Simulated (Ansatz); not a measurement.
# Ga in Ansatz: the effect of functional

Ga:

```
CELL_PARAMETERS angstrom
1.42040 -3.98202 0.00000
1.42040 3.98202 0.00000
0.00000 0.00000 3.10529
ATOMIC_POSITIONS crystal
Ga 0.13300 0.86700 0.75000
Ga 0.86700 0.13300 0.25000
```

This isn't the form of Ga at room conditions, which is orthorhombic.

The cell isn't the ideal one: volume scaled by 0.94.

Alike in all runs:

* Program: Ansatz 0.2.0
* Task: single point
* Potentials or basis: Ansatz PAW
* k mesh: 10 × 10 × 8
* Occupations: fermi-dirac, width 0.05 eV
* Spin: no spin polarisation

```csv
functional,cutoff,pressure (GPa),largest force (eV/Å)
LDA,420 eV (not typed: the program's choice for these potentials),-0.8,0.22
PBEsol,420 eV (not typed: the program's choice for these potentials),1.6,0.24
r2SCAN,500 eV (not typed: the program's choice for these potentials),?,?
```

Task: What does the run with functional r2SCAN give?

Result: Pressure 2.2 GPa; largest force 0.27 eV/Å.

Caveats: the PAW data sets come from PBE, with cores solved anew for the run's functional, which leaves a small shift of forces and pressure.
